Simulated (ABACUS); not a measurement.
## GaP: equation of state with PBE

**Experimental background.**

“Phosphorous dimerization in GaP at high pressure”, 2017, arxiv:1709.06667 reports, for a bulk crystal of GaP: bulk modulus 87.5 ± 0.6 GPa.

The system is GaP.

```
Ga P
1.0
     0.00000    2.72525    2.72525
     2.72525    0.00000    2.72525
     2.72525    2.72525    0.00000
Ga P
1 1
Direct
  0.00000 0.00000 0.00000
  0.75000 0.75000 0.75000
```

```yaml
Program: ABACUS 3.10.1
Task: equation of state
Functional: PBE
Potentials_or_basis: Ansatz NC PBE
Cutoff: 1361 eV
Density_cutoff: 5442 eV
Basis: DZP LCAO (the cutoffs set its grid)
k_mesh: 7 × 7 × 7
Occupations: fermi-dirac, width 0.05 eV
Spin: no spin polarisation
Orbital_files: Ga Ga_confined-atom_8au_2s2p2d.orb, P P_confined-atom_7au_2s2p1d.orb
Radial_cutoff_of_the_potentials_pseudo_rcut: 10 bohr
SCF_threshold_on_the_density: 1e-07
Max_SCF_steps: 100
Eigensolver: genelpa
Mixing: broyden
Mixing_share: 0.7
Symmetry_key: 1
Bands: 13
```

```json
{
 "Equilibrium volume": "21.21 Å³/atom",
 "Bulk modulus": "78 GPa",
 "Pressure derivative of the bulk modulus": "4.2 (rough: it moves with the points fitted)"
}
```

Energy against volume, from the lowest point:
| volume (Å³/atom) | energy (meV/atom) |
| --- | --- |
| 19.026 | 64.96 |
| 19.836 | 23.47 |
| 20.645 | 3.11 |
| 21.455 | 0.00 |

All runs of the series together: 15 s on 4 threads of Intel(R) Xeon(R) Platinum 8488C (Sapphire Rapids), with other jobs on the host.

Against the measured bulk modulus of GaP, 87.5 GPa (“Phosphorous dimerization in GaP at high pressure”, 2017, arxiv:1709.06667), the calculated 78 GPa is off by -11.3 %. The fit is for a static lattice scaled at fixed shape and fixed fractional positions.

Caveat: the atomic orbitals were generated for these runs and aren't a published set; the basis of atomic orbitals isn't converged, which shifts pressures, moduli and gaps. PBE usually gives volumes a little too large and moduli too small.
